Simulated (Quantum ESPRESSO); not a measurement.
Set up this calculation in Quantum ESPRESSO 7.5, as the native input.

```
Task                : single point
Functional          : PBE
Potentials or basis : SSSP 1.3 efficiency PBE
Cutoff              : 748 eV
Density cutoff      : 5987 eV
k mesh              : 12 × 12 × 7
Occupations         : fermi-dirac, width 0.05 eV
Spin                : no spin polarisation
Mixing beta         : 0.5
Most SCF iterations : 120
SCF threshold       : 4e-10 Ry
```

The system is Cu.

```xyz
2
Lattice="0.0000 -1.8075 -1.8075 -1.8075 0.0000 -1.8075 1.8075 1.8075 -3.6150" Properties=species:S:1:pos:R:3 pbc="T T T"
Cu   -0.0175    0.0224   -3.5952
Cu   -1.7900   -0.0224   -1.8273
```

The input as run:

pw.in

```
&CONTROL
  calculation = 'scf'
  prefix = 'pwscf'
  outdir = './tmp'
  pseudo_dir = './pseudo'
  tprnfor = .true.
  tstress = .true.
  disk_io = 'low'
/
&SYSTEM
  ibrav = 0
  nat = 2
  ntyp = 1
  ecutwfc = 55
  ecutrho = 440
  nbnd = 18
  occupations = 'smearing'
  smearing = 'fd'
  degauss = 0.00367493
/
&ELECTRONS
  conv_thr = 4d-10
  electron_maxstep = 120
  mixing_beta = 0.5
/
ATOMIC_SPECIES
Cu    63.5460 Cu.paw.z_11.ld1.psl.v1.0.0-low.upf
CELL_PARAMETERS angstrom
   0.0000000000   -1.8075000000   -1.8075000000
  -1.8075000000    0.0000000000   -1.8075000000
   1.8075000000    1.8075000000   -3.6150000000
ATOMIC_POSITIONS crystal
Cu     0.4855524900    0.5076089500    0.4979456400
Cu     0.0144475100    0.9923910500    0.0020543600
K_POINTS automatic
12 12 7 0 0 0
```

pp_density.in

```
&INPUTPP
  prefix = 'pwscf'
  outdir = './tmp'
  filplot = 'density.dat'
  plot_num = 0
/
&PLOT
  nfile = 1
  filepp(1) = 'density.dat'
  iflag = 3
  output_format = 6
  fileout = 'density.cube'
/
```

pp_potential.in

```
&INPUTPP
  prefix = 'pwscf'
  outdir = './tmp'
  filplot = 'potential.dat'
  plot_num = 11
/
&PLOT
  nfile = 1
  filepp(1) = 'potential.dat'
  iflag = 3
  output_format = 6
  fileout = 'potential.cube'
/
```

Potentials or basis: SSSP 1.3 efficiency PBE.

Command:

```bash
$ OMP_NUM_THREADS=1 pw.x -in pw.in > pw.out
$ OMP_NUM_THREADS=1 pp.x -in pp_density.in > pp_density.out
$ OMP_NUM_THREADS=1 pp.x -in pp_potential.in > pp_potential.out
```

It gave:

```yaml
Pressure: 1.5 GPa
Largest_force: 0.169 eV/Å
Band_gap_on_the_k_mesh: none (metal or under the smearing width)
```

Run time: 6.9 min on 1 thread of Intel(R) Xeon(R) Platinum 8259CL CPU @ 2.50GHz (Skylake/Cascade Lake) (shared host), peak memory 0.54 GiB.
